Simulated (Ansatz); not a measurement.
## GaAs under strain: Electric field gradients

The cell is an entry of the Crystallography Open Database (COD), relaxed with PBE at fixed cell and then changed (z stretched by 3 %, ions relaxed).

```yaml
crystal:
  lattice:
    - [0.00000, 2.82685, 2.91166]
    - [2.82685, 0.00000, 2.91166]
    - [2.82685, 2.82685, 0.00000]
  atoms:
    - { symbol: Ga, position: [0.00000, 0.00000, 0.00000] }
    - { symbol: As, position: [0.25000, 0.25000, 0.25000] }
```

Sites (sets of like atoms) are named by element and the number of their first atom in this list.

All values are calculated (Ansatz; DFT, PBE, plane waves and PAW, scalar-relativistic, 420 eV cutoff, Γ-centred 13×13×13 k-points, Fermi–Dirac smearing 0.02 eV), not measured.

C_Q = eQV_zz/h, which is 24.18 MHz for Q = 1 b and V_zz = 10²¹ V/m²; η = (V_xx − V_yy)/V_zz.

⁶⁹Ga: I = 3/2, Q = 171.0 mb; 75As: I = 3/2, Q = 311.0 mb. Nuclear quadrupole moments: year-2017 set (Pyykkö).

```json
{"site": "Ga", "atoms (order as listed)": "1", "first shell": "4 As at 2.47 Å", "V_zz (10²¹ V/m²)": "-0.54", "η": "0.00", "C_Q (MHz)": "-2.22"}
{"site": "As", "atoms (order as listed)": "2", "first shell": "4 Ga at 2.47 Å", "V_zz (10²¹ V/m²)": "0.76", "η": "0.00", "C_Q (MHz)": "5.70"}
```

An axis of threefold or higher order runs through Ga and As, so V_zz lies along it and η is zero.

With a gap of 0.2 eV on this mesh, the gradients can still move by some per cent as the k-mesh gets denser.
